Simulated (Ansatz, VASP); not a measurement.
**SiGe in VASP and in Ansatz**

INCAR

```
SYSTEM = SiGe
ALGO     = Normal         ! electronic algorithm
EDIFF    = 1E-6           ! SCF threshold, eV
ENCUT    = 520            ! plane-wave cutoff, eV
ISIF     = 2              ! what is computed and relaxed
ISMEAR   = 0              ! smearing method
LASPH    = .True.         ! aspherical terms in the spheres
LCHARG   = .True.         ! write CHGCAR
LELF     = .True.         ! ELF
LREAL    = .False.        ! projectors in reciprocal space
LVHAR    = .True.       
LWAVE    = .False.        ! write WAVECAR
NBANDS   = 26             ! bands
NELM     = 100            ! most SCF steps
PREC     = Accurate       ! precision mode
SIGMA    = 0.03           ! smearing width, eV
```

The input KPOINTS:

```
k-points
0
Gamma
  12 12 6
  0 0 0
```

The input POSCAR:

```
SiGe
1.0
    4.1656068550      0.0000000000      0.0000000000
   -2.0828034275      3.6075213586      0.0000000000
    0.0000000000      0.0000000000      5.7385400034
Si Ge
2 2
Direct
    0.6666666667      0.3333333333      0.8745031008
    0.3333333333      0.6666666667      0.3745031008
    0.6666666667      0.3333333333      0.5004958992
    0.3333333333      0.6666666667      0.0004958992
```

Input for Ansatz:

```yaml
crystal:
  lattice:
    - [4.165606855, 0.0, 0.0]
    - [-2.0828034275, 3.6075213586, 0.0]
    - [0.0, 0.0, 5.7385400034]
  atoms:
    - { symbol: Si, position: [0.6666666667, 0.3333333333, 0.8745031008] }
    - { symbol: Si, position: [0.3333333333, 0.6666666667, 0.3745031008] }
    - { symbol: Ge, position: [0.6666666667, 0.3333333333, 0.5004958992] }
    - { symbol: Ge, position: [0.3333333333, 0.6666666667, 0.0004958992] }
basis:
  ecutwfc: 420
kpoints:
  mp_grid: { grid: [12, 12, 6] }
hamiltonian:
  xc: lda
  pseudopotentials: { kind: paw, azcp: { folder: soft_1 } }
scf:
  occupations: { method: gaussian, width: 0.03 }
output:
  forces: true
  stress: true
  eigenvalues: true
```

Alike in both runs: task single point; functional LDA; k mesh 12 × 12 × 6; occupations gaussian, width 0.03 eV; no spin polarisation.

```csv
,VASP,Ansatz
version,VASP 6.6.1,Ansatz 0.2.0
potentials or method,"VASP PAW LDA potentials, release 64 (Si, Ge_d)","scalar-relativistic, plane waves, PAW"
plane-wave cutoff (eV),520,420
valence electrons in the cell,36,36
```

```tsv
	VASP	Ansatz	Ansatz less VASP
gap on the k mesh at the Fermi level (eV)	none	none	-
pressure (GPa)	2.1	2.0	-0.08
largest component of the traceless stress (GPa)	28.61	28.54	-0.066
rms of the force components (eV/Å)	1.697	1.694	-0.0027
```

Atom by atom the forces differ by 0.003 eV/Å (rms over components). A gap of «none» marks a metal or a gap that the smearing closes. Ansatz warned: «pseudo_functional_mismatch».

Caveats: forces of over 1 eV/Å show positions far from the minimum, so gaps and moduli don't describe the material at rest.
